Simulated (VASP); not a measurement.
# ZnS (R3m) in VASP: single point with PBE

Aim: the single point of ZnS with PBE.

All numbers are computed with VASP 6.6.1; they aren't measurements. Logs are shortened: lines on timing, memory, paths and dates and some standing lists are left out, and cuts for length are marked.

### 1 The crystal as given

Symmetry: R3m, No. 160, trigonal system. The conventional cell has a = 3.807 Å, b = 3.807 Å, c = 28.065 Å, α = 90.00°, β = 90.00°, γ = 120.00°. Zn (site symmetry 3m) is surrounded by 4 S at 2.33 to 2.34 Å. Zn (site symmetry 3m) is surrounded by 4 S at 2.33 Å. Around Zn (site symmetry 3m) lie 4 S at 2.33 to 2.34 Å. S (site symmetry 3m) is surrounded by 4 Zn at 2.33 to 2.34 Å. Around S (site symmetry 3m) lie 4 Zn at 2.33 to 2.34 Å. S (site symmetry 3m) is surrounded by 4 Zn at 2.33 Å.

Measurements of this composition are mostly on another form, of space group No. 216.

### 2 Single point, PBE

File INCAR:

```
SYSTEM = ZnS
  PREC = Accurate
  ENCUT = 520
  EDIFF = 1E-6
  ISMEAR = -1
  SIGMA = 0.02
  LREAL = .FALSE.
  LASPH = .TRUE.
  NELM = 100
  ALGO = Fast
  ISIF = 2
  LWAVE = .FALSE.
  LCHARG = .FALSE.
  GGA = PE
  NBANDS = 36
```

File KPOINTS:

```
regular mesh
0
G
  8 8 8
  0 0 0
```

File POSCAR:

```
ZnS
1.0
    1.9034643333      1.0989656452      9.3548591394
   -1.9034643333      1.0989656452      9.3548591394
    0.0000000000     -2.1979312904      9.3548591394
Zn S
3 3
Direct
    0.9999752234      0.9999752234      0.9999752234
    0.2222749271      0.2222749271      0.2222749271
    0.4445585037      0.4445585037      0.4445585037
    0.0832701742      0.0832701742      0.0832701742
    0.5278391406      0.5278391406      0.5278391406
    0.3054080311      0.3054080311      0.3054080311
```

Potentials or basis: VASP PAW PBE potentials, release 64 (Zn, S).

Command:

```sh
$ cat potpaw_PBE.64/Zn/POTCAR potpaw_PBE.64/S/POTCAR > POTCAR
$ mpirun -np 1 vasp_std > vasp.out
```

OUTCAR:

```text
SYSTEM = ZnS
   PREC = Accurate
   ENCUT = 520
   EDIFF = 1E-6
   ISMEAR = -1
   LREAL = .FALSE.
   LASPH = .TRUE.
   NELM = 100
   ISIF = 2
   GGA = PE

 ion  position               nearest neighbor table
   1  1.000  1.000  1.000-   6 2.33   6 2.33   6 2.33   4 2.34
   2  0.222  0.222  0.222-   5 2.33   5 2.33   5 2.33   6 2.33
   3  0.445  0.445  0.445-   4 2.33   4 2.33   4 2.33   5 2.34
   4  0.083  0.083  0.083-   3 2.33   3 2.33   3 2.33   1 2.34
   5  0.528  0.528  0.528-   2 2.33   2 2.33   2 2.33   3 2.34
   6  0.305  0.305  0.305-   2 2.33   1 2.33   1 2.33   1 2.33

  LATTYP: Found a trigonal (rhomboedric) cell.
 ALAT       =     9.6095937206
 COS(alpha) =     0.9215289563

  Lattice vectors:

 A1 = (   1.9034643333,   1.0989656452,   9.3548591394)
 A2 = (  -1.9034643333,   1.0989656452,   9.3548591394)
 A3 = (   0.0000000000,  -2.1979312904,   9.3548591394)

Analysis of symmetry for initial positions (statically):
=====================================================================
 Subroutine PRICEL returns:
 Original cell was already a primitive cell.

 Routine SETGRP: Setting up the symmetry group for a
 trigonal (rhombohedral) supercell.

 Subroutine GETGRP returns: Found  6 space group operations
 (whereof  6 operations were pure point group operations)
 out of a pool of 12 trial point group operations.

The static configuration has the point symmetry C_3v.

Analysis of symmetry for dynamics (positions and initial velocities):
=====================================================================
 Subroutine PRICEL returns:
 Original cell was already a primitive cell.

 Routine SETGRP: Setting up the symmetry group for a
 trigonal (rhombohedral) supercell.

 Subroutine GETGRP returns: Found  6 space group operations
 (whereof  6 operations were pure point group operations)
 out of a pool of 12 trial point group operations.

The dynamic configuration has the point symmetry C_3v.

 Subroutine INISYM returns: Found  6 space group operations
 (whereof  6 operations are pure point group operations),
 and found     1 'primitive' translations

----------------------------------------------------------------------------------------

                                     Primitive cell

  volume of cell :     117.4133
[... 91 lines left out ...]
   ISPIN  =      1    spin polarized calculation?
   LNONCOLLINEAR =      F non collinear calculations
   LSORBIT =      F    spin-orbit coupling
   LASPH  =      T    aspherical Exc in radial PAW
   ENCUT  =  520.0 eV  38.22 Ry    6.18 a.u.  17.87 17.87 17.87*2*pi/ulx,y,z
   NELM   =    100;   NELMIN=  2; NELMDL= -5     # of ELM steps
   EDIFF  = 0.1E-05   stopping-criterion for ELM
   LREAL  =      F    real-space projection
   EDIFFG = 0.1E-04   stopping-criterion for IOM
   NSW    =      0    number of steps for IOM
   IBRION =     -1    ionic relax: 0-MD 1-quasi-New 2-CG
   NFREE  =      0    steps in history (QN), initial steepest desc. (CG)
   ISIF   =      2    stress and relaxation
   ISYM   =      2    0-nonsym 1-usesym 2-fastsym
   POTIM  = 0.5000    time-step for ionic-motion
   TEBEG  =    0.0;   TEEND  =   0.0 temperature during run
   PSTRESS=    0.0 pullay stress
   NELECT =      54.0000    total number of electrons
   NUPDOWN=      -1.0000    fix difference up-down
   EMIN   =  10.00;   EMAX   =-10.00  energy-range for DOS
   EFERMI =   0.00;   METHOD = LEGACY
   ISMEAR =    -1;   SIGMA  =   0.02  broadening in eV -4-tet -1-fermi 0-gaus
   EFERMI_NEDOS =   21; number of points for ismear=-14 and -15
   IALGO  =     68    algorithm
   IMIX   =      4    mixing-type and parameters
     AMIX     =   0.40;   BMIX     =  1.00
     AMIX_MAG =   1.60;   BMIX_MAG =  1.00
  volume/ion in A,a.u.               =      19.57       132.06
  Fermi-wavevector in a.u.,A,eV,Ry     =   1.263670  2.387990 21.726620  1.596862
  Thomas-Fermi vector in A             =   2.397015
   LORBIT       =      0    0 simple, 1 ext, 2 COOP (PROOUT), +10 PAW based schemes
   GGA     = PE    functional components
   LHFCALC =     F    Hartree Fock is set to
   AEXX    =    0.0000 exact exchange contribution
   IVDW    =     0    specifies the selected vdW correction
   LEPSILON=     F    determine dielectric tensor
   LRPA    =     F    only Hartree local field effects (RPA)
 non-spin polarized calculation
 RMM-DIIS sequential band-by-band and
  energy-cutoff  :      520.00
  volume of cell :      117.41
 maximum number of plane-waves:      3182
   NGX = 35   NGY = 35   NGZ = 35

 number of electron      53.9999979 magnetization

 Free energy of the ion-electron system (eV)
  ---------------------------------------------------
  ext. energy  EPLUGINS =         0.00000000
  ---------------------------------------------------
  free energy    TOTEN  =       -20.51727284 eV

  energy without entropy =      -20.51727284  energy(sigma->0) =      -20.51727284

 E-fermi :   2.6186     XC(G=0):  -9.6642

 val. band max:        2.1944981452   @ k =   0.0000   0.0000   0.0000
 cond. band min:       4.3906181092   @ k =   0.0000   0.0000   0.0000
 fundamental gap:      2.1961199640
 Fermi energy:         2.6186463033

 k-point     1 :       0.0000    0.0000    0.0000
  band No.  band energies     occupation
      1     -11.0200      2.00000
      2     -10.3504      2.00000
      3     -10.3413      2.00000
      4      -4.1819      2.00000
      5      -4.1734      2.00000
      6      -4.1734      2.00000
[... 925 lines left out ...]
     35       9.6676      0.00000
     36      10.0447      0.00000

 [... further k-points ...]
[... 5 lines left out ...]
  --------------------------------------------------------------------------------------
  -------------------------------------------------------------------------------------
  Total        1.8831537      1.8831537      1.8925122      0.0000000      0.0000000      0.0000000
  in kB       25.6967967     25.6967967     25.8244988      0.0000000      0.0000000      0.0000000
  external PRESSURE =      25.7393640 kB  Pullay stress =       0.0000000 kB

 VOLUME and BASIS-vectors are now :
 -----------------------------------------------------------------------------
  energy-cutoff  :      520.00
  volume of cell :      117.41
      direct lattice vectors                 reciprocal lattice vectors
     1.903464333  1.098965645  9.354859139     0.262678943  0.151657759  0.035632106
    -1.903464333  1.098965645  9.354859139    -0.262678943  0.151657759  0.035632106
     0.000000000 -2.197931290  9.354859139     0.000000000 -0.303315517  0.035632106

 POSITION                                       TOTAL-FORCE (eV/Angst)
 -----------------------------------------------------------------------------------
      0.00000      0.00000     28.06388         0.000000     -0.000000      0.001954
      0.00000      0.00000      6.23805         0.000000      0.000000      0.004011
      0.00000      0.00000     12.47635         0.000000     -0.000000      0.003525
      0.00000      0.00000      2.33694         0.000000     -0.000000     -0.001963
      0.00000      0.00000     14.81358         0.000000      0.000000     -0.004179
      0.00000      0.00000      8.57115         0.000000     -0.000000     -0.003348
 -----------------------------------------------------------------------------------
    total drift:                               -0.000000     -0.000000      0.000047

  FREE ENERGIE OF THE ION-ELECTRON SYSTEM (eV)
  ---------------------------------------------------
  free  energy   TOTEN  =       -20.5172728418 eV

  energy  without entropy=      -20.5172728418  energy(sigma->0) =      -20.51727284
```

stdout:

```text
POSCAR found type information on POSCAR ZnS
 POSCAR found :  2 types and       6 ions
 scaLAPACK will be used
 LDA part: xc-table for (Slater+PW92), standard interpolation
 POSCAR, INCAR and KPOINTS ok, starting setup
 FFT: planning ... GRIDC
 FFT: planning ... GRID_SOFT
 FFT: planning ... GRID
 WAVECAR not read
 entering main loop
```

Wall time 41 min (1 thread of AMD EPYC 7R13 (Zen 3), shared host); peak memory 0.82 GiB.

What came out:

```
Free energy            : -20.5173 eV
Pressure               : 2.6 GPa
Largest force          : 0.004 eV/Å
Band gap on the k mesh : 2.20 eV, direct
```

Forces in eV/Å, atoms in the order of the input:
```
Zn   0.000  0.000  0.002
Zn   0.000  0.000  0.004
Zn   0.000  0.000  0.004
S    0.000  0.000 -0.002
S    0.000  0.000 -0.004
S    0.000  0.000 -0.003
```

Levels at points of the mesh, in eV from the valence-band top:
```tsv
k point	band 25	band 26	band 27	band 28	band 29	band 30
(0.00, 0.00, 0.00)	-0.06	0.00	0.00	2.20	3.33	3.48
(0.50, 0.00, 0.00)	-1.94	-1.30	-0.89	3.34	3.90	4.06
(0.50, 0.50, 0.00)	-1.28	-1.27	-1.27	3.34	3.65	4.28
(0.50, 0.50, 0.50)	-0.25	-0.24	-0.24	3.18	3.30	3.44
```
